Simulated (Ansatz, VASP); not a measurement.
## One calculation of TePb, two programs

```
Te Pb
1.0
     0.00000    3.18936    3.18936
     3.18936    0.00000    3.18936
     3.18936    3.18936    0.00000
Te Pb
1 1
Direct
  0.50000 0.50000 0.50000
  0.00000 0.00000 0.00000
```

Alike in both runs: functional LDA; k mesh 10 × 10 × 10; occupations gaussian, width 0.02 eV; no spin polarisation.

Ansatz relaxed the structure, and its values are those at the end. VASP's run is a single point on that final structure, the one shown.

|  | VASP | Ansatz |
| --- | --- | --- |
| version | VASP 6.6.1 | Ansatz 0.2.0 |
| potentials or method | VASP PAW LDA potentials, release 64 (Te, Pb_d) | scalar-relativistic, plane waves, PAW |
| plane-wave cutoff (eV) | 520 | 420 |
| valence electrons in the cell | 20 | 30 |

VASP gave:

```
gap on the k mesh at the Fermi level (eV) : 0.55
least direct gap on the mesh (eV)         : 0.55
pressure (GPa)                            : 0.1
```

Task: Estimate Ansatz's values.

Result: gap on the k mesh at the Fermi level (eV): 0.57; least direct gap on the mesh (eV): 0.57; pressure (GPa): 0.0.

The two sets of potentials don't hold the same shells in valence.

Caveats: spin-orbit coupling is left out, which as a rule narrows the gap of such compounds by several tenths of an eV. A k mesh can miss the band edges.
